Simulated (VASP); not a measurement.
# Pb (C2/m) in VASP: notebook, part 2 of 2

VASP 6.6.1. The steps go on from the part before.

**6. Single point, LDA**

Contents of INCAR:

```
SYSTEM = Pb
ADDGRID = .False. ; ALGO = Normal
EDIFF = 1E-6 ; ENCUT = 460
GGA = CA ; ISIF = 2
ISMEAR = 1 ; LASPH = .True.
LCHARG = .False. ; LREAL = .False.
LWAVE = .False. ; NELM = 100
PREC = Normal ; SIGMA = 0.2
```

Contents of KPOINTS:

```
k-points
0
Gamma
  14 14 7
  0 0 0
```

Contents of POSCAR:

```
Pb
1.0
    3.0386068135     -1.7503199600      0.0000000000
    3.0386068135      1.7503199600      0.0000000000
   -2.1154626375      0.0000000000      6.0952248674
Pb
2
Direct
    0.9085084100      0.9085084100      0.7262922000
    0.0914915900      0.0914915900      0.2737078000
```

Potentials or basis: VASP PAW LDA potentials, release 64 (Pb_d).

Command:

```
$ cat potpaw_LDA.64/Pb_d/POTCAR > POTCAR
$ mpirun -np 1 vasp_std > vasp.out
```

OUTCAR:

```text
SYSTEM = Pb
   EDIFF = 1E-6
   ENCUT = 460
   GGA = CA
   ISIF = 2
   ISMEAR = 1
   LASPH = .True.
   LREAL = .False.
   NELM = 100
   PREC = Normal

 Found    372 irreducible k-points:

 Following reciprocal coordinates:
            Coordinates               Weight
  0.000000  0.000000  0.000000      1.000000
  0.071429 -0.000000 -0.000000      4.000000
  0.142857  0.000000 -0.000000      4.000000
  0.214286  0.000000 -0.000000      4.000000
  0.285714  0.000000  0.000000      4.000000
  0.357143  0.000000 -0.000000      4.000000
   k-points           NKPTS =    372   k-points in BZ     NKDIM =    372   number of bands    NBANDS=     18
   number of dos      NEDOS =    301   number of ions     NIONS =      2
   total plane-waves  NPLWV =  11664
   dimension x,y,z NGX =    18 NGY =   18 NGZ =   36
   dimension x,y,z NGXF=    36 NGYF=   36 NGZF=   72
   ions per type =               2
   NGX,Y,Z   is equivalent  to a cutoff of   8.53,  8.53,  9.28 a.u.
   NGXF,Y,Z  is equivalent  to a cutoff of  17.07, 17.07, 18.55 a.u.
 SYSTEM =  Pb
   PREC   = normal    normal or accurate (medium, high low for compatibility)
   ISTART =      0    job   : 0-new  1-cont  2-samecut
   ICHARG =      2    charge: 1-file 2-atom 10-const
   ISPIN  =      1    spin polarized calculation?
   LNONCOLLINEAR =      F non collinear calculations
   LSORBIT =      F    spin-orbit coupling
   LASPH  =      T    aspherical Exc in radial PAW
   ENCUT  =  460.0 eV  33.81 Ry    5.81 a.u.   6.13  6.13 11.28*2*pi/ulx,y,z
   NELM   =    100;   NELMIN=  2; NELMDL= -5     # of ELM steps
   EDIFF  = 0.1E-05   stopping-criterion for ELM
   LREAL  =      F    real-space projection
   EDIFFG = 0.1E-04   stopping-criterion for IOM
   NSW    =      0    number of steps for IOM
   IBRION =     -1    ionic relax: 0-MD 1-quasi-New 2-CG
   NFREE  =      0    steps in history (QN), initial steepest desc. (CG)
   ISIF   =      2    stress and relaxation
   ISYM   =      2    0-nonsym 1-usesym 2-fastsym
   POTIM  = 0.5000    time-step for ionic-motion
   TEBEG  =    0.0;   TEEND  =   0.0 temperature during run
   PSTRESS=    0.0 pullay stress
   NELECT =      28.0000    total number of electrons
   NUPDOWN=      -1.0000    fix difference up-down
   EMIN   =  10.00;   EMAX   =-10.00  energy-range for DOS
   EFERMI =   0.00;   METHOD = LEGACY
   ISMEAR =     1;   SIGMA  =   0.20  broadening in eV -4-tet -1-fermi 0-gaus
   EFERMI_NEDOS =   21; number of points for ismear=-14 and -15
   IALGO  =     38    algorithm
   IMIX   =      4    mixing-type and parameters
     AMIX     =   0.40;   BMIX     =  1.00
     AMIX_MAG =   1.60;   BMIX_MAG =  1.00
  volume/ion in A,a.u.               =      32.42       218.77
  Fermi-wavevector in a.u.,A,eV,Ry     =   1.237438  2.338420 20.833975  1.531254
  Thomas-Fermi vector in A             =   2.372006
   LORBIT       =      0    0 simple, 1 ext, 2 COOP (PROOUT), +10 PAW based schemes
   GGA     = CA    functional components
   LHFCALC =     F    Hartree Fock is set to
   AEXX    =    0.0000 exact exchange contribution
   IVDW    =     0    specifies the selected vdW correction
   LEPSILON=     F    determine dielectric tensor
   LRPA    =     F    only Hartree local field effects (RPA)
 non-spin polarized calculation
 Methfessel and Paxton  Order N= 1 SIGMA  =   0.20
  energy-cutoff  :      460.00
  volume of cell :       64.84
 maximum number of plane-waves:      1472
   NGX = 13   NGY = 13   NGZ = 23

 number of electron      28.0000020 magnetization

 Free energy of the ion-electron system (eV)
  ---------------------------------------------------
  ext. energy  EPLUGINS =         0.00000000
  ---------------------------------------------------
  free energy    TOTEN  =        -8.32439212 eV

  energy without entropy =       -8.32517162  energy(sigma->0) =       -8.32465195

 E-fermi :   6.2603     XC(G=0): -10.0938

 val. band max:        6.2560040344   @ k =  -0.4286   0.5000   0.4286
 cond. band min:       6.2616464652   @ k =   0.1429   0.0000   0.4286
 fundamental gap:      0.0056424308
 Fermi energy:         6.2602942220

 k-point     1 :       0.0000    0.0000    0.0000
  band No.  band energies     occupation
      1     -10.8261      2.00000
      2     -10.7160      2.00000
      3     -10.7153      2.00000
      4     -10.7124      2.00000
      5     -10.7121      2.00000
      6     -10.6890      2.00000
[... 10 lines left out ...]
     17      12.6935      0.00000
     18      12.8070      0.00000
[... 85 lines left out ...]
 k-point     6 :       0.3571    0.0000   -0.0000
  band No.  band energies     occupation
      1     -10.8197      2.00000
      2     -10.7798      2.00000
      3     -10.7526      2.00000
      4     -10.7264      2.00000
      5     -10.6362      2.00000
      6     -10.5469      2.00000
[... 10 lines left out ...]
     17      10.6776      0.00000
     18      11.3510      0.00000

 [... further k-points ...]

------------------------ aborting loop because EDIFF is reached ----------------------------------------

  FORCE on cell =-STRESS in cart. coord.  units (eV):
  Direction    XX          YY          ZZ          XY          YZ          ZX
  --------------------------------------------------------------------------------------
  -------------------------------------------------------------------------------------
  Total       -1.3225769     -1.3500589     -0.9341368      0.0000000      0.0000000      0.0135176
  in kB      -32.6828446    -33.3619644    -23.0839108      0.0000000      0.0000000      0.3340394
  external PRESSURE =     -29.7095733 kB  Pullay stress =       0.0000000 kB

 VOLUME and BASIS-vectors are now :
 -----------------------------------------------------------------------------
  energy-cutoff  :      460.00
  volume of cell :       64.84
      direct lattice vectors                 reciprocal lattice vectors
     3.038606813 -1.750319960  0.000000000     0.164549095 -0.285662057  0.057109864
     3.038606813  1.750319960  0.000000000     0.164549095  0.285662057  0.057109864
    -2.115462637  0.000000000  6.095224867     0.000000000  0.000000000  0.164062856

 POSITION                                       TOTAL-FORCE (eV/Angst)
 -----------------------------------------------------------------------------------
      3.98476      0.00000      4.42691         0.015507      0.000000     -0.079215
     -0.02300      0.00000      1.66831        -0.015507      0.000000      0.079215
 -----------------------------------------------------------------------------------
    total drift:                                0.000000      0.000000     -0.000000

  FREE ENERGIE OF THE ION-ELECTRON SYSTEM (eV)
  ---------------------------------------------------
  free  energy   TOTEN  =        -8.3243921224 eV

  energy  without entropy=       -8.3251716184  energy(sigma->0) =       -8.32465195
```

OSZICAR:

```text
N       E                     dE             d eps       ncg     rms          rms(c)
DAV:   1     0.269957855638E+03    0.26996E+03   -0.13652E+04 13392   0.170E+03
DAV:   2     0.102553336860E+02   -0.25970E+03   -0.25647E+03 13410   0.418E+02
DAV:   3    -0.781648025058E+01   -0.18072E+02   -0.17845E+02 16404   0.140E+02
DAV:   4    -0.833604478151E+01   -0.51956E+00   -0.51848E+00 15734   0.287E+01
DAV:   5    -0.835723215740E+01   -0.21187E-01   -0.21186E-01 16260   0.507E+00    0.790E-01
DAV:   6    -0.833143142206E+01    0.25801E-01   -0.50227E-02 17490   0.299E+00    0.397E-01
DAV:   7    -0.832486448625E+01    0.65669E-02   -0.20606E-02 16962   0.188E+00    0.134E-01
DAV:   8    -0.832439676713E+01    0.46772E-03   -0.11409E-03 17202   0.536E-01    0.146E-02
DAV:   9    -0.832439154475E+01    0.52224E-05   -0.72215E-05 16486   0.109E-01    0.644E-03
DAV:  10    -0.832439212244E+01   -0.57769E-06   -0.70081E-06 16364   0.367E-02
   1 F= -.83243921E+01 E0= -.83246520E+01  d E =0.779496E-03
```

stdout:

```text
POSCAR found type information on POSCAR Pb
 POSCAR found :  1 types and       2 ions
 scaLAPACK will be used
 LDA part: xc-table for (Slater(with rela. corr.)+CA(PZ))
 , standard interpolation
 POSCAR, INCAR and KPOINTS ok, starting setup
 FFT: planning ... GRIDC
 FFT: planning ... GRID_SOFT
 FFT: planning ... GRID
 WAVECAR not read
 entering main loop
```

It took 50 s on 1 thread of Intel Xeon 6975P-C (Granite Rapids), shared host; peak memory 0.35 GiB.

These settings aren't checked as converged: the numbers below hold their error.

What came out:

- Free energy: -8.3244 eV
- Pressure: -3.0 GPa
- Largest force: 0.081 eV/Å
- Band gap on the k mesh: none (metal or under the smearing width)

**7. The reference run**

An earlier run on the cell as given: functional PBE; potentials or basis VASP PAW PBE potentials, release 64 (Pb_d); cutoff 520 eV; k mesh 9 × 9 × 5; occupations fermi-dirac, width 0.05 eV; no spin polarisation.

- Pressure: 0.7 GPa
- Largest force: 0.079 eV/Å
- Band gap on the k mesh: none (metal or under the smearing width)
